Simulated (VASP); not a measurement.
# As (Cmce) in VASP: notebook

The runs below take As through relaxation of cell and atoms, with LDA.

Program: VASP 6.6.1. These are calculated values, not measurements. Logs are shortened: lines on timing, memory, paths and dates and some standing lists are left out, and cuts for length are marked.

### 1 The structure

Symmetry: Cmce, No. 64, orthorhombic system. The conventional cell has a = 3.650 Å, b = 11.000 Å, c = 4.470 Å, α = 90.00°, β = 90.00°, γ = 90.00°. As (site symmetry m) has 3 As at 2.48 to 2.49 Å as nearest neighbours.

This isn't the form of As at room conditions, which is rhombohedral.

### 2 Relaxation of cell and atoms, LDA

Contents of INCAR:

```
PREC = Accurate
ENCUT = 520
EDIFF = 1E-7
ISMEAR = 0
SIGMA = 0.02
LREAL = False
LASPH = True
NELM = 80
ALGO = Normal
ISIF = 3
LWAVE = False
LCHARG = False
IBRION = 2
NSW = 80
EDIFFG = -0.002
```

Contents of KPOINTS:

```
regular mesh
0
Gamma
  10 10 8
```

Contents of POSCAR:

```
As
1.0
    1.8250000000     -5.5000000000      0.0000000000
    1.8250000000      5.5000000000      0.0000000000
    0.0000000000      0.0000000000      4.4700000000
As
4
Direct
    0.1100000000      0.8900000000      0.0600000000
    0.6100000000      0.3900000000      0.4400000000
    0.8900000000      0.1100000000      0.9400000000
    0.3900000000      0.6100000000      0.5600000000
```

Potentials or basis: VASP PAW LDA potentials, release 64 (As).

Launch:

```
cat potpaw_LDA.64/As/POTCAR > POTCAR
mpirun -np 1 vasp_std > vasp.out
```

OUTCAR:

```text
PREC = Accurate
   ENCUT = 520
   EDIFF = 1E-7
   ISMEAR = 0
   LREAL = False
   LASPH = True
   NELM = 80
   ISIF = 3
   IBRION = 2
   NSW = 80
   EDIFFG = -0.002

 ion  position               nearest neighbor table
   1  0.110  0.890  0.060-   3 2.48   2 2.49   2 2.49
   2  0.610  0.390  0.440-   4 2.48   1 2.49   1 2.49
   3  0.890  0.110  0.940-   1 2.48   4 2.49   4 2.49
   4  0.390  0.610  0.560-   2 2.48   3 2.49   3 2.49

  LATTYP: Found a base centered orthorhombic cell.
 ALAT       =     3.6500000000
 B/A-ratio  =     3.0136986301
 C/A-ratio  =     1.2246575342

  Lattice vectors:

 A1 = (   1.8250000000,  -5.5000000000,   0.0000000000)
 A2 = (   1.8250000000,   5.5000000000,   0.0000000000)
 A3 = (   0.0000000000,   0.0000000000,   4.4700000000)

Analysis of symmetry for initial positions (statically):
=====================================================================
 Subroutine PRICEL returns:
 Original cell was already a primitive cell.

 Routine SETGRP: Setting up the symmetry group for a
 base centered orthorhombic supercell.

 Subroutine GETGRP returns: Found  8 space group operations
 (whereof  4 operations were pure point group operations)
 out of a pool of  8 trial point group operations.

The static configuration has the point symmetry C_2h.
 The point group associated with its full space group is D_2h.

Analysis of symmetry for dynamics (positions and initial velocities):
=====================================================================
 Subroutine PRICEL returns:
 Original cell was already a primitive cell.

 Routine SETGRP: Setting up the symmetry group for a
 base centered orthorhombic supercell.

 Subroutine GETGRP returns: Found  8 space group operations
 (whereof  4 operations were pure point group operations)
 out of a pool of  8 trial point group operations.

The dynamic configuration has the point symmetry C_2h.
 The point group associated with its full space group is D_2h.

 Subroutine INISYM returns: Found  8 space group operations
 (whereof  4 operations are pure point group operations),
 and found     1 'primitive' translations

----------------------------------------------------------------------------------------

                                     Primitive cell

  volume of cell :      89.7353

  direct lattice vectors                    reciprocal lattice vectors
     1.825000000 -5.500000000  0.000000000     0.273972603 -0.090909091  0.000000000
     1.825000000  5.500000000  0.000000000     0.273972603  0.090909091  0.000000000
     0.000000000  0.000000000  4.470000000     0.000000000  0.000000000  0.223713647

  length of vectors
     5.794879205  5.794879205  4.470000000     0.288661480  0.288661480  0.223713647

  position of ions in fractional coordinates (direct lattice)
     0.110000000  0.890000000  0.060000000
     0.610000000  0.390000000  0.440000000
     0.890000000  0.110000000  0.940000000
     0.390000000  0.610000000  0.560000000

  ion indices of the primitive-cell ions
   primitive index   ion index
                 1           1
                 2           2
                 3           3
                 4           4

----------------------------------------------------------------------------------------

 KPOINTS: regular mesh

Automatic generation of k-mesh.
 Grid dimensions read from file:
 generate k-points for:   10   10    8

 Generating k-lattice:

  Cartesian coordinates                     Fractional coordinates (reciprocal lattice)
     0.027397260 -0.009090909  0.000000000     0.100000000 -0.000000000  0.000000000
     0.027397260  0.009090909  0.000000000    -0.000000000  0.100000000  0.000000000
     0.000000000  0.000000000  0.027964206     0.000000000  0.000000000  0.125000000

  Length of vectors
     0.028866148  0.028866148  0.027964206

  Shift w.r.t. Gamma in fractional coordinates (k-lattice)
     0.000000000  0.000000000  0.000000000

 Subroutine IBZKPT returns following result:
 ===========================================

 Found    155 irreducible k-points:

 Following reciprocal coordinates:
            Coordinates               Weight
  0.000000  0.000000  0.000000      1.000000
  0.100000  0.000000  0.000000      4.000000
  0.200000  0.000000  0.000000      4.000000
  0.300000  0.000000  0.000000      4.000000
  0.400000 -0.000000  0.000000      4.000000
  0.500000  0.000000  0.000000      2.000000
[... 16 lines left out ...]
  0.300000  0.300000  0.000000      2.000000
  0.400000  0.300000  0.000000      4.000000
 [... further k-points ...]
   k-points           NKPTS =    155   k-points in BZ     NKDIM =    155   number of bands    NBANDS=     14
   number of dos      NEDOS =    301   number of ions     NIONS =      4
   total plane-waves  NPLWV =  82944
   dimension x,y,z NGX =    48 NGY =   48 NGZ =   36
   dimension x,y,z NGXF=    96 NGYF=   96 NGZF=   72
   ions per type =               4
   NGX,Y,Z   is equivalent  to a cutoff of  13.77, 13.77, 13.39 a.u.
   NGXF,Y,Z  is equivalent  to a cutoff of  27.54, 27.54, 26.78 a.u.
 SYSTEM =  unknown system
   PREC   = accura    normal or accurate (medium, high low for compatibility)
   ISTART =      0    job   : 0-new  1-cont  2-samecut
   ICHARG =      2    charge: 1-file 2-atom 10-const
   ISPIN  =      1    spin polarized calculation?
   LNONCOLLINEAR =      F non collinear calculations
   LSORBIT =      F    spin-orbit coupling
   LASPH  =      T    aspherical Exc in radial PAW
   ENCUT  =  520.0 eV  38.22 Ry    6.18 a.u.  10.77 10.77  8.31*2*pi/ulx,y,z
   NELM   =     80;   NELMIN=  2; NELMDL= -5     # of ELM steps
   EDIFF  = 0.1E-06   stopping-criterion for ELM
   LREAL  =      F    real-space projection
   EDIFFG = -.2E-02   stopping-criterion for IOM
   NSW    =     80    number of steps for IOM
   IBRION =      2    ionic relax: 0-MD 1-quasi-New 2-CG
   NFREE  =      1    steps in history (QN), initial steepest desc. (CG)
   ISIF   =      3    stress and relaxation
   ISYM   =      2    0-nonsym 1-usesym 2-fastsym
   POTIM  = 0.5000    time-step for ionic-motion
   TEBEG  =    0.0;   TEEND  =   0.0 temperature during run
   PSTRESS=    0.0 pullay stress
   NELECT =      20.0000    total number of electrons
   NUPDOWN=      -1.0000    fix difference up-down
   EMIN   =  10.00;   EMAX   =-10.00  energy-range for DOS
   EFERMI =   0.00;   METHOD = LEGACY
   ISMEAR =     0;   SIGMA  =   0.02  broadening in eV -4-tet -1-fermi 0-gaus
   EFERMI_NEDOS =   21; number of points for ismear=-14 and -15
   IALGO  =     38    algorithm
   IMIX   =      4    mixing-type and parameters
     AMIX     =   0.40;   BMIX     =  1.00
     AMIX_MAG =   1.60;   BMIX_MAG =  1.00
  volume/ion in A,a.u.               =      22.43       151.39
  Fermi-wavevector in a.u.,A,eV,Ry     =   0.992576  1.875697 13.404559  0.985207
  Thomas-Fermi vector in A             =   2.124398
   LORBIT       =      0    0 simple, 1 ext, 2 COOP (PROOUT), +10 PAW based schemes
   GGA     = CA    functional components
   LHFCALC =     F    Hartree Fock is set to
   AEXX    =    0.0000 exact exchange contribution
   IVDW    =     0    specifies the selected vdW correction
   LEPSILON=     F    determine dielectric tensor
   LRPA    =     F    only Hartree local field effects (RPA)
 conjugate gradient relaxation of ions
 non-spin polarized calculation
 Gauss-broadening in eV      SIGMA  =   0.02
  energy-cutoff  :      520.00
  volume of cell :       89.74
 maximum number of plane-waves:      2436
 NGX is ok and might be reduce to    48
   NGX = 21   NGY = 21   NGZ = 17

--------------------------------------- Ionic step        1  -------------------------------------------

 number of electron      20.0000001 magnetization

 Free energy of the ion-electron system (eV)
  ---------------------------------------------------
  ext. energy  EPLUGINS =         0.00000000
  ---------------------------------------------------
  free energy    TOTEN  =       -21.32037109 eV

  energy without entropy =      -21.32016404  energy(sigma->0) =      -21.32026757

 E-fermi :   4.7851     XC(G=0):  -9.9614

 val. band max:        4.7840257814   @ k =   0.5000   0.4000   0.0000
 cond. band min:       4.7918092166   @ k =  -0.4000   0.4000   0.0000
 fundamental gap:      0.0077834352
 Fermi energy:         4.7851167706

 k-point     1 :       0.0000    0.0000    0.0000
  band No.  band energies     occupation
      1     -10.0139      2.00000
      2      -7.2500      2.00000
      3      -4.6415      2.00000
      4      -1.2887      2.00000
      5      -1.2749      2.00000
      6       0.4717      2.00000
      7       1.7652      2.00000
      8       2.5398      2.00000
      9       2.9225      2.00000
     10       3.7301      2.00000
     11       6.7210      0.00000
     12       6.7821      0.00000
     13       7.2619      0.00000
     14       8.1407      0.00000
[... 498 lines left out ...]
  FREE ENERGIE OF THE ION-ELECTRON SYSTEM (eV)
  ---------------------------------------------------
  free  energy   TOTEN  =       -21.3324964863 eV

  energy  without entropy=      -21.3322938800  energy(sigma->0) =      -21.33239518

[... ionic steps 4 to 18 ...]

--------------------------------------- Ionic step       19  -------------------------------------------

 number of electron      19.9999999 magnetization

------------------------ aborting loop because EDIFF is reached ----------------------------------------

  FORCE on cell =-STRESS in cart. coord.  units (eV):
  Direction    XX          YY          ZZ          XY          YZ          ZX
  --------------------------------------------------------------------------------------
  -------------------------------------------------------------------------------------
  Total       -0.0177541      0.0141100     -0.0040247      0.0000000      0.0000000      0.0000000
  in kB       -0.3374844      0.2682130     -0.0765048      0.0000000      0.0000000      0.0000000
  external PRESSURE =      -0.0485921 kB  Pullay stress =       0.0000000 kB
[... 61 lines left out ...]
  energy  without entropy=      -21.3627321181  energy(sigma->0) =      -21.36283031

--------------------------------------- Ionic step       21  -------------------------------------------

 number of electron      19.9999999 magnetization

 Free energy of the ion-electron system (eV)
  ---------------------------------------------------
  ext. energy  EPLUGINS =         0.00000000
  ---------------------------------------------------
  free energy    TOTEN  =       -21.36292947 eV

  energy without entropy =      -21.36273806  energy(sigma->0) =      -21.36283377

 E-fermi :   5.3425     XC(G=0): -10.2637

 val. band max:        5.3377230703   @ k =   0.5000   0.5000   0.1250
 cond. band min:       5.3542156130   @ k =  -0.1000   0.1000   0.3750
 fundamental gap:      0.0164925427
 Fermi energy:         5.3425485955

 k-point     1 :       0.0000    0.0000    0.0000
  band No.  band energies     occupation
      1      -9.6507      2.00000
      2      -6.6155      2.00000
      3      -3.7195      2.00000
      4      -1.0117      2.00000
      5      -0.4612      2.00000
      6       1.0129      2.00000
      7       1.9295      2.00000
      8       2.9813      2.00000
      9       3.3141      2.00000
     10       4.5554      2.00000
     11       7.3381      0.00000
     12       7.8762      0.00000
     13       7.8977      0.00000
     14       9.1238      0.00000
[... 422 lines left out ...]
  FREE ENERGIE OF THE ION-ELECTRON SYSTEM (eV)
  ---------------------------------------------------
  free  energy   TOTEN  =       -21.3629294685 eV

  energy  without entropy=      -21.3627380624  energy(sigma->0) =      -21.36283377

 reached required accuracy - stopping structural energy minimisation
```

It took 20 min on 1 thread of Intel Xeon Platinum 8488C (Sapphire Rapids), shared host; peak memory 0.35 GiB.

Results:

| Quantity | Value |
| --- | --- |
| Free energy | -21.3629 eV |
| Relaxed volume | 21.07 Å³/atom |
| Relaxed cell | a = 5.701 Å, b = 5.701 Å, c = 4.202 Å, α = 90.00°, β = 90.00°, γ = 141.89° |
| Space group after relaxing (to 0.05 Å) | Cmce (No. 64) |
| Energy gained by relaxing | 10.6 meV/atom |
| Ionic steps | 21 |
| Pressure after relaxing | 0.0 GPa |
| Band gap on the k mesh | none (metal or under the smearing width) |

Step by step:
| step | energy change (eV) | largest force (eV/Å) | pressure (GPa) | volume (Å³) |
| --- | --- | --- | --- | --- |
| 1 | 0.0000 | 0.1518 | -1.49 | 89.74 |
| 2 | -0.0095 | 0.2565 | 0.92 | 87.05 |
| 3 | -0.0121 | 0.1481 | 0.12 | 87.89 |
| 4 | -0.0191 | 0.1356 | 0.02 | 87.52 |
| 5 | -0.0324 | 0.1472 | -0.25 | 86.39 |
| 6 | -0.0186 | 0.3007 | -0.55 | 84.02 |
| 7 | -0.0343 | 0.1786 | -0.32 | 85.83 |
| 8 | -0.0388 | 0.0552 | -0.11 | 84.97 |
| 9 | -0.0388 | 0.0497 | -0.09 | 84.90 |
| 10 | -0.0406 | 0.0251 | -0.01 | 84.49 |
| 11 | -0.0415 | 0.0271 | 0.08 | 84.08 |
| 12 | -0.0415 | 0.0317 | 0.10 | 84.00 |
| 13 | -0.0419 | 0.0341 | -0.02 | 84.14 |
| 14 | -0.0422 | 0.0396 | -0.20 | 84.38 |
| 15 | -0.0424 | 0.0234 | -0.12 | 84.34 |
| 16 | -0.0425 | 0.0062 | 0.01 | 84.27 |
| 17 | -0.0425 | 0.0061 | 0.01 | 84.27 |
| 18 | -0.0426 | 0.0031 | 0.00 | 84.28 |
| 19 | -0.0426 | 0.0017 | 0.00 | 84.29 |
| 20 | -0.0426 | 0.0011 | 0.00 | 84.29 |
| 21 | -0.0426 | 0.0013 | 0.00 | 84.28 |

Final structure:
```
As
1.0
     1.86112   -5.38837    0.00000
     1.86112    5.38837    0.00000
     0.00000    0.00000    4.20227
As
4
Cartesian
  1.8611 4.1700 0.2205
  1.8611 -1.2183 1.8806
  1.8611 -4.1700 3.9817
  1.8611 1.2183 2.3217
```

LDA usually gives volumes a few per cent too small. Zero-point motion and thermal expansion aren't in these numbers.

### 3 Relaxation of cell and atoms, LDA

This run uses another cell than the first one, of 21.07 Å³/atom, 0.939 times its volume.

INCAR is that of step 2.

KPOINTS is that of step 2.

Contents of POSCAR:

```
As                                      
1.0
    1.8611196774     -5.3883683156     -0.0000000000
    1.8611196774      5.3883683156      0.0000000000
    0.0000000000     -0.0000000000      4.2022680359
  As            
     4
Direct
     0.1130530442572212    0.8869469557427792    0.0524776752699073
     0.6130530442572208    0.3869469557427788    0.4475223247300927
     0.8869469557427792    0.1130530442572212    0.9475223247300926
     0.3869469557427788    0.6130530442572208    0.5524776752699074
```

Potentials or basis: VASP PAW LDA potentials, release 64 (As).

Launch:

```
cat potpaw_LDA.64/As/POTCAR > POTCAR
mpirun -np 1 vasp_std > vasp.out
```

It took 94 s on 1 thread of Intel Xeon Platinum 8488C (Sapphire Rapids), shared host; peak memory 0.28 GiB.

The run converged. Its results:

| Property | Result |
| --- | --- |
| Free energy | -21.3628 eV |
| Pressure after relaxing | 0.0 GPa |
| Band gap on the k mesh | none (metal or under the smearing width) |

Final structure:
```cif
data_structure
_symmetry_space_group_name_H-M 'P 1'
_symmetry_Int_Tables_number 1
_cell_length_a 5.7007
_cell_length_b 5.7007
_cell_length_c 4.2023
_cell_angle_alpha 90.000
_cell_angle_beta 90.000
_cell_angle_gamma 141.891
_cell_volume 84.28
loop_
_atom_site_label
_atom_site_type_symbol
_atom_site_fract_x
_atom_site_fract_y
_atom_site_fract_z
_atom_site_occupancy
As1 As 0.11305 0.88695 0.05248 1
As2 As 0.61305 0.38695 0.44752 1
As3 As 0.88695 0.11305 0.94752 1
As4 As 0.38695 0.61305 0.55248 1
```

Levels at points of the mesh, in eV from the Fermi level:
| k point | band 7 | band 8 | band 9 | band 10 | band 11 | band 12 | band 13 | band 14 |
| --- | --- | --- | --- | --- | --- | --- | --- | --- |
| (0.00, 0.00, 0.00) | -3.41 | -2.36 | -2.03 | -0.79 | 2.00 | 2.53 | 2.56 | 3.78 |
| (0.50, 0.00, 0.00) | -2.32 | -2.32 | -2.05 | -2.05 | 0.76 | 0.76 | 1.28 | 1.28 |
| (0.50, 0.50, 0.00) | -3.89 | -1.79 | -1.54 | -0.63 | 0.02 | 2.02 | 2.38 | 3.31 |
| (0.00, 0.00, 0.50) | -2.11 | -2.11 | -0.52 | -0.52 | 0.83 | 0.83 | 1.52 | 1.52 |
| (0.50, 0.00, 0.50) | -4.85 | -4.85 | -1.88 | -1.88 | 1.92 | 1.92 | 5.49 | 5.49 |
| (0.50, 0.50, 0.50) | -1.68 | -1.68 | -1.11 | -1.11 | 1.35 | 1.35 | 1.85 | 1.85 |

Caveat: the relaxation stopped at its first step, so nothing moved.
